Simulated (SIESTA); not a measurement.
Set up this calculation in SIESTA 5.4.2, as an ASE script.

| Item | Value |
| --- | --- |
| Task | equation of state |
| Functional | RPBE |
| Dispersion | D4 |
| Potentials or basis | PseudoDojo 0.4 standard (PBE files) |
| Basis | DZP (energy shift 0.002 Ry) |
| Grid cutoff | 500 Ry |
| Energy shift | 0.002 Ry |
| k mesh | 3 × 6 × 6 |
| Occupations | fermi-dirac, width 0.05 eV |
| Spin | no spin polarisation |
| Dispersion by | outside library |

Crystal: SnSe.

```
Sn Se
1.0
    11.42000    0.00000    0.00000
     0.00000    4.19000    0.00000
     0.00000    0.00000    4.46000
Sn Se
4 4
Direct
  0.87700 0.75000 0.90900
  0.62300 0.25000 0.40900
  0.37700 0.75000 0.59100
  0.12300 0.25000 0.09100
  0.64300 0.75000 0.98400
  0.85700 0.25000 0.48400
  0.14300 0.75000 0.51600
  0.35700 0.25000 0.01600
```

One way to write it, as run:

run.py

```python
from ase import Atoms
from ase.calculators.siesta import Siesta
from ase.units import Ry, GPa
from ase.calculators.mixing import SumCalculator
from dftd4.ase import DFTD4
from ase.eos import EquationOfState

atoms = Atoms(
    ['Sn', 'Sn', 'Sn', 'Sn', 'Se', 'Se', 'Se', 'Se'],
    cell=[
        [11.42, 0.0, 0.0],
        [0.0, 4.19, 0.0],
        [0.0, 0.0, 4.46],
    ],
    scaled_positions=[
        [0.877, 0.75, 0.909],
        [0.623, 0.25, 0.409],
        [0.377, 0.75, 0.591],
        [0.123, 0.25, 0.091],
        [0.643, 0.75, 0.984],
        [0.857, 0.25, 0.484],
        [0.143, 0.75, 0.516],
        [0.357, 0.25, 0.016],
    ],
    pbc=True,
)

fdf = {
    'SCFMustConverge': False,
    'OccupationFunction': 'FD',
    'ElectronicTemperature': '0.05 eV',
    'MaxSCFIterations': '120',
    'SCF.Mixer.Method': 'Pulay',
    'SCF.Mixer.Weight': '0.25',
    'SCF.Mixer.History': '8',
    'SCF.DM.Tolerance': '5.0e-05',
    'SCF.H.Tolerance': '1.0e-03 eV',
    'WriteForces': 'true',
    'Charge.Mulliken': 'end',
}
calc = Siesta(
    label="SnSe",
    command="siesta < PREFIX.fdf > PREFIX.out",
    pseudo_path="pseudos",
    pseudo_qualifier="",
    xc=('GGA', 'RPBE'),
    basis_set="DZP",
    mesh_cutoff=500 * Ry,
    energy_shift=0.002 * Ry,
    kpts=[3, 6, 6],
    spin="non-polarized",
    fdf_arguments=fdf,
)
disp = DFTD4(method="RPBE")
atoms.calc = SumCalculator([calc, disp])

cell0 = atoms.cell.copy()
volumes, energies = [], []
for x in [0.94, 0.96, 0.98, 1.0, 1.02, 1.04, 1.06]:
    atoms.set_cell(cell0 * x ** (1 / 3), scale_atoms=True)
    volumes.append(atoms.get_volume() / len(atoms))
    energies.append((calc.get_potential_energy(atoms, force_consistent=True) + disp.get_potential_energy(atoms)) / len(atoms))
    print(f"V = {volumes[-1]:.5f} A^3/atom   F = {energies[-1]:.6f} eV/atom", flush=True)
v0, e0, b0 = EquationOfState(volumes, energies, eos="birchmurnaghan").fit()
print(f"v0 = {v0:.4f} A^3/atom, e0 = {e0:.5f} eV/atom, B0 = {b0 / GPa:.1f} GPa")
```

Potentials or basis: PseudoDojo 0.4 standard (PBE files), DZP (energy shift 0.002 Ry).

Launch:

```console
$ python run.py
```

It gave:

The equilibrium volume is outside the volumes run.

Caveat: semicore shells carry a single zeta, which can move pressures by several GPa and volumes by a few percent; the potentials were made for another functional, which shifts forces and pressure; the basis of atomic orbitals isn't converged, which shifts pressures, moduli and gaps.

It took 17 min on 1 thread of Arm Neoverse V1, on a shared host, peak memory 0.62 GiB.
